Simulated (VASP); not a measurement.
Input of a VASP 6.6.1 run:

File run.py:

```python
from ase.calculators.vasp import Vasp
from ase.dft.bandgap import bandgap
from ase.io import read

atoms = read('Co.cif')
atoms.set_initial_magnetic_moments([2.0, 2.0])
calc = Vasp(
    directory='calc',
    xc='pbe',
    pp='PBE',
    setups='materialsproject',
    prec='Accurate',
    encut=520,
    ediff=1e-06,
    ismear=0,
    sigma=0.1,
    lreal=False,
    lasph=True,
    nelm=100,
    algo='Normal',
    isif=2,
    lwave=False,
    lcharg=False,
    ispin=2,
    lorbit=11,
    lmaxmix=4,
    kpts=[12, 12, 7],
    gamma=True,
    nbands=20,
)
atoms.calc = calc

print('energy (eV):', atoms.get_potential_energy())
print('free energy (eV):', atoms.get_potential_energy(force_consistent=True))
print('forces (eV/A):')
print(atoms.get_forces())
print('stress (eV/A^3, Voigt):', atoms.get_stress())
print('Fermi level (eV):', calc.get_fermi_level())
print('moment (muB):', atoms.get_magnetic_moment())
print('site moments (muB):', atoms.get_magnetic_moments())
gap, top, bottom = bandgap(calc)
print('band gap (eV):', gap, 'from (spin, k, band)', top, 'to', bottom)
```

Co.cif

```cif
data_Co
_cell_length_a 2.47199990
_cell_length_b 2.47199990
_cell_length_c 4.02114408
_cell_angle_alpha 90.00000000
_cell_angle_beta 90.00000000
_cell_angle_gamma 120.00000000
_space_group_name_H-M_alt 'P1'
_space_group_name_Hall 'P 1'
_space_group_IT_number 1
loop_
_space_group_symop_operation_xyz
'x,y,z'
loop_
_atom_site_label
_atom_site_type_symbol
_atom_site_symmetry_multiplicity
_atom_site_Wyckoff_symbol
_atom_site_fract_x
_atom_site_fract_y
_atom_site_fract_z
_atom_site_occupancy
Co1 Co 1 a 0.6666666667 0.3333333333 0.7500000000 1
Co2 Co 1 a 0.3333333333 0.6666666667 0.2500000000 1
```

Potentials or basis: VASP PAW PBE potentials, release 64 (Co).

Command:

```sh
$ python run.py
```

Question: What does it give for the net moment?

Answer: 3.20 μB per cell.

Question: What does it give for the band gap on the k mesh?

Answer: None (metal or under the smearing width).

Question: Estimate the site moments.

Answer: Co +1.61 μB.

Question: What does it give for the pressure?

Answer: 3.8 GPa.

Stress tensor (GPa, compression positive):
```
4.79 0.00 0.00
0.00 4.79 0.00
0.00 0.00 1.90
```
